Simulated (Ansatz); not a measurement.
## MoS$_{2}$: levels along high-symmetry lines

```
Mo S
1.0
     1.58550    0.91539    6.11500
    -1.58550    0.91539    6.11500
     0.00000   -1.83078    6.11500
Mo S
1 2
Direct
  0.00000 0.00000 0.00000
  0.75000 0.75000 0.75000
  0.25000 0.25000 0.25000
```

Atoms are numbered in the order listed.

The geometry is COD entry 4124624, unchecked; take it as a test cell. Its inner coordinates are ideal values, not refined ones.

These are results of DFT, PBE, all-electron LAPW, scalar-relativistic in Ansatz 0.2.0, not measurements.

Settings: a Γ-centred 13×13×13 k mesh, Fermi–Dirac smearing of 0.08 eV, basis error target 1 meV/atom, no spin polarisation.

Points in fractions of the reciprocal vectors of this cell: Γ (0, 0, 0), T (0.5, 0.5, 0.5), H2 (0.818, 0.182, 0.5), H0 (0.5, -0.182, 0.182), L (0.5, 0, 0), S0 (0.341, -0.341, 0), S2 (0.659, 0, 0.341), F (0.5, 0, 0.5). The path joins them by straight lines in the order Γ–T–H2–H0–L–Γ–S0–S2–F; legs that retrace an earlier one aren't tabulated. Energies are in eV from the Fermi level.

(1) Metal or insulator at this level of theory?

(2) Tabulate bands 27 to 32, counted from the lowest band of the run, along the path.

Results:

(1) No gap opens: metallic or semimetallic.

(2) 
```csv
k (1/Å),point,band 27,band 28,band 29,band 30,band 31,band 32
0.00,Γ,-1.19,-1.00,-1.00,-0.23,-0.23,3.41
0.13,,-1.00,-1.00,-0.80,-0.24,-0.24,3.43
0.26,,-1.00,-1.00,-0.37,-0.28,-0.28,3.47
0.39,,-1.00,-1.00,-0.31,-0.31,-0.11,3.51
0.51,T,-0.99,-0.99,-0.33,-0.33,-0.02,3.53
0.83,,-2.37,-1.93,-0.58,0.29,0.82,2.85
1.14,,-3.47,-2.04,-0.56,-0.06,1.54,2.75
1.46,,-3.85,-2.63,-0.07,0.01,1.68,2.76
1.78,H2,-3.83,-3.36,0.34,0.60,0.94,3.32
1.86,,-3.89,-3.39,0.37,0.67,0.85,3.26
1.95,,-3.94,-3.39,0.37,0.75,0.78,3.23
2.04,,-3.89,-3.39,0.37,0.67,0.85,3.26
2.13,H0,-3.83,-3.36,0.34,0.60,0.94,3.32
2.31,,-3.85,-3.68,0.25,0.73,1.08,2.72
2.49,,-3.68,-3.28,-0.40,1.08,1.55,2.48
2.67,,-2.93,-2.68,-1.01,1.10,1.88,2.97
2.85,L,-2.83,-1.90,-1.58,1.08,1.99,3.44
3.14,,-2.98,-1.80,-1.77,1.02,1.53,3.37
3.43,,-2.05,-1.99,-1.52,0.67,0.91,3.02
3.72,,-1.68,-1.58,-1.09,0.09,0.45,2.84
4.01,Γ,-1.19,-1.00,-1.00,-0.23,-0.23,3.41
4.35,,-2.19,-1.39,-1.11,0.28,0.43,2.94
4.68,,-3.43,-2.16,-0.86,0.49,1.18,2.20
5.02,,-4.09,-3.41,-0.05,0.54,1.64,1.98
5.36,S0,-3.94,-3.39,0.37,0.75,0.78,3.23
5.45,,-3.92,-3.43,0.41,0.72,0.77,3.18
5.53,,-3.90,-3.45,0.43,0.71,0.77,3.16
5.62,,-3.92,-3.43,0.41,0.72,0.77,3.18
5.71,S2,-3.94,-3.39,0.37,0.75,0.78,3.23
5.86,,-4.09,-2.98,-0.25,0.92,1.11,3.07
6.02,,-3.76,-2.73,-0.82,0.97,1.48,3.11
6.18,,-2.84,-2.76,-1.34,1.02,1.71,3.54
6.34,F,-2.85,-2.21,-1.79,1.08,1.78,3.88
```
